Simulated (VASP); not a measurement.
# TiC3 (P6/mmm) in VASP: relaxation of cell and atoms with PBE

Aim: the relaxation of cell and atoms of TiC3 with PBE.

All numbers are computed with VASP 6.6.1; they aren't measurements. Logs are shortened: lines on timing, memory, paths and dates and some standing lists are left out, and cuts for length are marked.

### Step 1. The structure

Symmetry: P6/mmm, No. 191, hexagonal system. Conventional cell: a = 2.908 Å, b = 2.908 Å, c = 12.290 Å, α = 90.00°, β = 90.00°, γ = 120.00°. Ti (site symmetry 6mm) is surrounded by 12 C at 2.72 Å and 6 Ti at 2.91 Å. C (site symmetry 3m) has 3 C at 1.68 Å as nearest neighbours. Around C (site symmetry -6m2) lie 3 C at 1.68 Å.

The cell was built by a generator and needn't be a form met in nature.

### Step 2. Relaxation of cell and atoms, PBE

Contents of INCAR:

```
SYSTEM = TiC3
ALGO = Fast ; EDIFF = 1E-4
EDIFFG = -0.08 ; ENCUT = 520
GGA = PE ; IBRION = 2
ISIF = 3 ; ISMEAR = 0
LASPH = .TRUE. ; LCHARG = .FALSE.
LREAL = .FALSE. ; LWAVE = .FALSE.
NELM = 60 ; NSW = 24
PREC = Normal ; SIGMA = 0.15
```

Contents of KPOINTS:

```
k-points
0
G
  7 7 2
  0 0 0
```

Contents of POSCAR:

```
TiC3
1.0
    2.9079029600      0.0000000000      0.0000000000
   -1.4539514800      2.5183178400      0.0000000000
    0.0000000000      0.0000000000     12.2900049700
Ti C
2 6
Direct
    0.0000000000      0.0000000000      0.6740000000
    0.0000000000      0.0000000000      0.3260000000
    0.6666666700      0.3333333300      0.1520000000
    0.3333333300      0.6666666700      0.1520000000
    0.3333333300      0.6666666700      0.5000000000
    0.6666666700      0.3333333300      0.5000000000
    0.3333333300      0.6666666700      0.8480000000
    0.6666666700      0.3333333300      0.8480000000
```

Potentials or basis: VASP PAW PBE potentials, release 64 (Ti_sv, C).

Launch:

```sh
cat potpaw_PBE.64/Ti_sv/POTCAR potpaw_PBE.64/C/POTCAR > POTCAR
mpirun -np 1 vasp_std > vasp.out
```

OUTCAR:

```text
SYSTEM = TiC3
   EDIFF = 1E-4
   EDIFFG = -0.08
   ENCUT = 520
   GGA = PE
   IBRION = 2
   ISIF = 3
   ISMEAR = 0
   LASPH = .TRUE.
   LREAL = .FALSE.
   NELM = 60
   NSW = 24
   PREC = Normal

 ion  position               nearest neighbor table
   1  0.000  0.000  0.674-
   2  0.000  0.000  0.326-
   3  0.667  0.333  0.152-   4 1.68   4 1.68   4 1.68
   4  0.333  0.667  0.152-   3 1.68   3 1.68   3 1.68
   5  0.333  0.667  0.500-   6 1.68   6 1.68   6 1.68
   6  0.667  0.333  0.500-   5 1.68   5 1.68   5 1.68
   7  0.333  0.667  0.848-   8 1.68   8 1.68   8 1.68
   8  0.667  0.333  0.848-   7 1.68   7 1.68   7 1.68

  LATTYP: Found a hexagonal cell.
 ALAT       =     2.9079029600
 C/A-ratio  =     4.2264150967

  Lattice vectors:

 A1 = (   2.9079029600,   0.0000000000,   0.0000000000)
 A2 = (  -1.4539514800,   2.5183178400,   0.0000000000)
 A3 = (   0.0000000000,   0.0000000000,  12.2900049700)

Analysis of symmetry for initial positions (statically):
=====================================================================
 Subroutine PRICEL returns:
 Original cell was already a primitive cell.

 Routine SETGRP: Setting up the symmetry group for a
 hexagonal supercell.

 Subroutine GETGRP returns: Found 24 space group operations
 (whereof 24 operations were pure point group operations)
 out of a pool of 24 trial point group operations.

The static configuration has the point symmetry D_6h.

Analysis of symmetry for dynamics (positions and initial velocities):
=====================================================================
 Subroutine PRICEL returns:
 Original cell was already a primitive cell.

 Routine SETGRP: Setting up the symmetry group for a
 hexagonal supercell.

 Subroutine GETGRP returns: Found 24 space group operations
 (whereof 24 operations were pure point group operations)
 out of a pool of 24 trial point group operations.

The dynamic configuration has the point symmetry D_6h.

 Subroutine INISYM returns: Found 24 space group operations
 (whereof 24 operations are pure point group operations),
 and found     1 'primitive' translations

----------------------------------------------------------------------------------------

                                     Primitive cell

  volume of cell :      90.0000

  direct lattice vectors                    reciprocal lattice vectors
     2.907902960  0.000000000  0.000000000     0.343890430  0.198545232  0.000000000
    -1.453951480  2.518317840  0.000000000     0.000000000  0.397090464  0.000000000
     0.000000000  0.000000000 12.290004970     0.000000000  0.000000000  0.081366932

  length of vectors
     2.907902960  2.907902964 12.290004970     0.397090465  0.397090464  0.081366932

  position of ions in fractional coordinates (direct lattice)
     0.000000000  0.000000000  0.674000000
     0.000000000  0.000000000  0.326000000
     0.666666670  0.333333330  0.152000000
     0.333333330  0.666666670  0.152000000
     0.333333330  0.666666670  0.500000000
     0.666666670  0.333333330  0.500000000
     0.333333330  0.666666670  0.848000000
     0.666666670  0.333333330  0.848000000

  ion indices of the primitive-cell ions
   primitive index   ion index
                 1           1
                 2           2
                 3           3
                 4           4
                 5           5
                 6           6
                 7           7
                 8           8

----------------------------------------------------------------------------------------

 KPOINTS: k-points

Automatic generation of k-mesh.
 Grid dimensions read from file:
 generate k-points for:    7    7    2

 Generating k-lattice:

  Cartesian coordinates                     Fractional coordinates (reciprocal lattice)
     0.049127204  0.028363605  0.000000000     0.142857143  0.000000000  0.000000000
     0.000000000  0.056727209  0.000000000     0.000000000  0.142857143  0.000000000
     0.000000000  0.000000000  0.040683466     0.000000000  0.000000000  0.500000000

  Length of vectors
     0.056727209  0.056727209  0.040683466

  Shift w.r.t. Gamma in fractional coordinates (k-lattice)
     0.000000000  0.000000000  0.000000000

 Subroutine IBZKPT returns following result:
 ===========================================

 Found     16 irreducible k-points:

 Following reciprocal coordinates:
            Coordinates               Weight
  0.000000  0.000000  0.000000      1.000000
  0.142857 -0.000000  0.000000      6.000000
  0.285714  0.000000  0.000000      6.000000
  0.428571  0.000000  0.000000      6.000000
  0.142857  0.142857  0.000000      6.000000
  0.285714  0.142857  0.000000     12.000000
[... 8 lines left out ...]
  0.428571  0.142857  0.500000      6.000000
  0.285714  0.285714  0.500000      6.000000
   k-points           NKPTS =     16   k-points in BZ     NKDIM =     16   number of bands    NBANDS=     29
   number of dos      NEDOS =    301   number of ions     NIONS =      8
   total plane-waves  NPLWV =  17920
   dimension x,y,z NGX =    16 NGY =   16 NGZ =   70
   dimension x,y,z NGXF=    32 NGYF=   32 NGZF=  140
   ions per type =               2   6
   NGX,Y,Z   is equivalent  to a cutoff of   9.15,  9.15,  9.47 a.u.
   NGXF,Y,Z  is equivalent  to a cutoff of  18.29, 18.29, 18.94 a.u.
 SYSTEM =  TiC3
   PREC   = normal    normal or accurate (medium, high low for compatibility)
   ISTART =      0    job   : 0-new  1-cont  2-samecut
   ICHARG =      2    charge: 1-file 2-atom 10-const
   ISPIN  =      1    spin polarized calculation?
   LNONCOLLINEAR =      F non collinear calculations
   LSORBIT =      F    spin-orbit coupling
   LASPH  =      T    aspherical Exc in radial PAW
   ENCUT  =  520.0 eV  38.22 Ry    6.18 a.u.   5.41  5.41 22.85*2*pi/ulx,y,z
   NELM   =     60;   NELMIN=  2; NELMDL= -5     # of ELM steps
   EDIFF  = 0.1E-03   stopping-criterion for ELM
   LREAL  =      F    real-space projection
   EDIFFG = -.8E-01   stopping-criterion for IOM
   NSW    =     24    number of steps for IOM
   IBRION =      2    ionic relax: 0-MD 1-quasi-New 2-CG
   NFREE  =      1    steps in history (QN), initial steepest desc. (CG)
   ISIF   =      3    stress and relaxation
   ISYM   =      2    0-nonsym 1-usesym 2-fastsym
   POTIM  = 0.5000    time-step for ionic-motion
   TEBEG  =    0.0;   TEEND  =   0.0 temperature during run
   PSTRESS=    0.0 pullay stress
   NELECT =      48.0000    total number of electrons
   NUPDOWN=      -1.0000    fix difference up-down
   EMIN   =  10.00;   EMAX   =-10.00  energy-range for DOS
   EFERMI =   0.00;   METHOD = LEGACY
   ISMEAR =     0;   SIGMA  =   0.15  broadening in eV -4-tet -1-fermi 0-gaus
   EFERMI_NEDOS =   21; number of points for ismear=-14 and -15
   IALGO  =     68    algorithm
   IMIX   =      4    mixing-type and parameters
     AMIX     =   0.40;   BMIX     =  1.00
     AMIX_MAG =   1.60;   BMIX_MAG =  1.00
  volume/ion in A,a.u.               =      11.25        75.92
  Fermi-wavevector in a.u.,A,eV,Ry     =   1.327622  2.508842 23.981355  1.762580
  Thomas-Fermi vector in A             =   2.456920
   LORBIT       =      0    0 simple, 1 ext, 2 COOP (PROOUT), +10 PAW based schemes
   GGA     = PE    functional components
   LHFCALC =     F    Hartree Fock is set to
   AEXX    =    0.0000 exact exchange contribution
   IVDW    =     0    specifies the selected vdW correction
   LEPSILON=     F    determine dielectric tensor
   LRPA    =     F    only Hartree local field effects (RPA)
 conjugate gradient relaxation of ions
 non-spin polarized calculation
 RMM-DIIS sequential band-by-band and
 Gauss-broadening in eV      SIGMA  =   0.15
  energy-cutoff  :      520.00
  volume of cell :       90.00
 maximum number of plane-waves:      2482
   NGX = 11   NGY = 11   NGZ = 45

--------------------------------------- Ionic step        1  -------------------------------------------

 number of electron      48.0000090 magnetization

 Free energy of the ion-electron system (eV)
  ---------------------------------------------------
  ext. energy  EPLUGINS =         0.00000000
  ---------------------------------------------------
  free energy    TOTEN  =       -63.01897769 eV

  energy without entropy =      -62.94641373  energy(sigma->0) =      -62.98269571

 E-fermi :   7.1348     XC(G=0): -10.9189

 val. band max:        7.1277818519   @ k =   0.4286   0.1429   0.5000
 cond. band min:       7.1462084368   @ k =   0.2857   0.2857   0.0000
 fundamental gap:      0.0184265849
 Fermi energy:         7.1348429073

 k-point     1 :       0.0000    0.0000    0.0000
  band No.  band energies     occupation
      1     -50.2987      2.00000
      2     -50.2985      2.00000
      3     -26.7315      2.00000
      4     -26.7218      2.00000
      5     -26.2344      2.00000
      6     -26.2344      2.00000
[... 620 lines left out ...]
  FREE ENERGIE OF THE ION-ELECTRON SYSTEM (eV)
  ---------------------------------------------------
  free  energy   TOTEN  =       -67.6046484506 eV

  energy  without entropy=      -67.5363845147  energy(sigma->0) =      -67.57051648

[... ionic steps 4 to 8 ...]

--------------------------------------- Ionic step        9  -------------------------------------------

 number of electron      47.9999981 magnetization

------------------------ aborting loop because EDIFF is reached ----------------------------------------

  FORCE on cell =-STRESS in cart. coord.  units (eV):
  Direction    XX          YY          ZZ          XY          YZ          ZX
  --------------------------------------------------------------------------------------
  -------------------------------------------------------------------------------------
  Total        0.5398743      0.5398743     -0.3113873      0.0000000     -0.0000000     -0.0000000
  in kB       12.9813980     12.9813981     -7.4873771      0.0000000     -0.0000000     -0.0000000
  external PRESSURE =       6.1584730 kB  Pullay stress =       0.0000000 kB
[... 69 lines left out ...]
  energy  without entropy=      -67.7983005322  energy(sigma->0) =      -67.83268948

--------------------------------------- Ionic step       11  -------------------------------------------

 number of electron      47.9999985 magnetization

 Free energy of the ion-electron system (eV)
  ---------------------------------------------------
  ext. energy  EPLUGINS =         0.00000000
  ---------------------------------------------------
  free energy    TOTEN  =       -67.87021516 eV

  energy without entropy =      -67.80253524  energy(sigma->0) =      -67.83637520

 E-fermi :  10.6563     XC(G=0): -12.3132

 val. band max:       10.6552834430   @ k =   0.2857   0.1429   0.5000
 cond. band min:      10.6814822668   @ k =   0.2857   0.0000   0.0000
 fundamental gap:      0.0261988238
 Fermi energy:        10.6562672459

 k-point     1 :       0.0000    0.0000    0.0000
  band No.  band energies     occupation
      1     -46.5004      2.00000
      2     -46.4994      2.00000
      3     -23.1357      2.00000
      4     -23.0853      2.00000
      5     -21.9793      2.00000
      6     -21.9793      2.00000
[... 536 lines left out ...]
  FREE ENERGIE OF THE ION-ELECTRON SYSTEM (eV)
  ---------------------------------------------------
  free  energy   TOTEN  =       -67.8702151559 eV

  energy  without entropy=      -67.8025352438  energy(sigma->0) =      -67.83637520

 reached required accuracy - stopping structural energy minimisation
```

Wall time 4.8 min (1 thread of Intel Xeon Platinum 8259CL at 2.50GHz (Skylake/Cascade Lake), shared host); peak memory 0.17 GiB.

What came out:

| Quantity | Value |
| --- | --- |
| Free energy | -67.8702 eV |
| Relaxed volume | 8.30 Å³/atom |
| Relaxed cell | a = 2.606 Å, b = 2.606 Å, c = 11.288 Å, α = 90.00°, β = 90.00°, γ = 120.00° |
| Space group after relaxing (to 0.05 Å) | P6/mmm (No. 191) |
| Energy gained by relaxing | 606.4 meV/atom |
| Ionic steps | 11 |
| Pressure after relaxing | 0.8 GPa |
| Largest force after relaxing | 0.020 eV/Å |
| Band gap on the k mesh | none (metal or under the smearing width) |

Forces on the atoms (eV/Å):
```
Ti   0.000  0.000  0.020
Ti   0.000  0.000 -0.020
C    0.000  0.000 -0.006
C    0.000  0.000 -0.006
C    0.000  0.000  0.000
C    0.000  0.000  0.000
C    0.000  0.000  0.006
C    0.000  0.000  0.006
```

Stress tensor (GPa, compression positive):
```
1.14 0.00 0.00
0.00 1.14 0.00
0.00 0.00 0.10
```

The path:
| step | energy change (eV) | largest force (eV/Å) | pressure (GPa) | volume (Å³) |
| --- | --- | --- | --- | --- |
| 1 | 0.0000 | 0.7875 | -48.33 | 90.00 |
| 2 | 2.5376 | 0.8265 | 147.04 | 52.19 |
| 3 | -4.5857 | 0.4817 | -10.78 | 70.09 |
| 4 | -4.7395 | 0.3828 | -1.31 | 68.71 |
| 5 | -4.7386 | 0.3774 | -3.05 | 69.10 |
| 6 | -4.8210 | 0.1422 | -2.26 | 68.05 |
| 7 | -4.8419 | 0.3040 | -0.90 | 67.08 |
| 8 | -4.8426 | 0.2448 | -0.98 | 67.22 |
| 9 | -4.8482 | 0.1342 | 0.62 | 66.63 |
| 10 | -4.8481 | 0.0664 | 1.06 | 66.44 |
| 11 | -4.8512 | 0.0198 | 0.79 | 66.41 |

Final structure:
```
CELL_PARAMETERS angstrom
2.60645 0.00000 0.00000
-1.30323 2.25726 0.00000
0.00000 0.00000 11.28818
ATOMIC_POSITIONS crystal
Ti 0.00000 0.00000 0.67502
Ti 0.00000 0.00000 0.32498
C 0.66667 0.33333 0.15534
C 0.33333 0.66667 0.15534
C 0.33333 0.66667 0.50000
C 0.66667 0.33333 0.50000
C 0.33333 0.66667 0.84466
C 0.66667 0.33333 0.84466
```

Levels at points of the mesh, in eV from the Fermi level:
```csv
k point,band 22,band 23,band 24,band 25,band 26,band 27
"(0.00, 0.00, 0.00)",-2.86,0.46,0.46,0.65,0.65,1.39
"(0.00, 0.00, 0.50)",-2.97,0.46,0.46,0.65,0.65,1.39
```

Caveat: the volume moved by over 15 % at a fixed basis, so the end points are rough; this functional lacks dispersion, which binds the layers, so the pressure and a relaxed spacing across them are unreliable; the relaxation stopped at a loose force limit of 0.08 eV/Å, so its end isn't a converged minimum.
